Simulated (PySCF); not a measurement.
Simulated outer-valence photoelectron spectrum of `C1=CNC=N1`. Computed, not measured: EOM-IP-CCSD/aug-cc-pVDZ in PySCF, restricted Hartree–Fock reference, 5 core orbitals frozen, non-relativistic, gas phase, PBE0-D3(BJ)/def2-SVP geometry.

Each root has a Gaussian of 0.6 eV full width with its one-hole share as area; cross sections and vibrations are left out, and the highest printed point is 100.

```
ionisation energy (eV)  intensity
                   8.0          0
                   8.2          2
                   8.4         10
                   8.6         29
                   8.8         45
                   9.0         39
                   9.2         18
                   9.4          6
                   9.6         12
                   9.8         37
                  10.0         71
                  10.2         81
                  10.4         56
                  10.6         23
                  10.8          6
                  11.0          1
                  11.2          0
                  11.4          0
                  11.6          0
                  11.8          0
                  12.0          0
                  12.2          0
                  12.4          0
                  12.6          0
                  12.8          0
                  13.0          0
                  13.2          0
                  13.4          1
                  13.6          6
                  13.8         21
                  14.0         44
                  14.2         60
                  14.4         66
                  14.6         78
                  14.8         97
                  15.0        100
                  15.2         67
                  15.4         26
                  15.6          6
                  15.8          1
                  16.0          0
                  16.2          0
                  16.4          0
                  16.6          0
                  16.8          0
                  17.0          0
                  17.2          0
                  17.4          0
                  17.6          0
                  17.8          1
                  18.0          4
                  18.2         16
                  18.4         36
                  18.6         43
                  18.8         28
                  19.0         10
                  19.2          2
                  19.4          0
```

Problem. Where are the maxima, and how many lines lie under the curve?

Solution. 4 maxima, at 8.9, 10.2, 14.9 and 18.6 eV, from 8 lines. At this width some lines have no maximum of their own.

Problem. List the lines with their holes.

Solution. 
```
E (eV)  leading hole (HF orbital)  area  Koopmans (eV)
  8.85                       HOMO  0.96           8.71
 10.04                     HOMO-2  0.94          11.90
 10.27                     HOMO-1  0.94          10.95
 14.12                     HOMO-3  0.95          15.52
 14.57                     HOMO-4  0.89          16.35
 14.95                     HOMO-5  0.95          16.37
 15.04                     HOMO-6  0.95          16.59
 18.56                     HOMO-7  0.91          20.62
```

The widest gap, 3.85 eV, lies between 10.27 and 14.12 eV. Only orbitals with −ε under 21 eV, eight at most, were ionised, so the high end of the curve may lack lines.
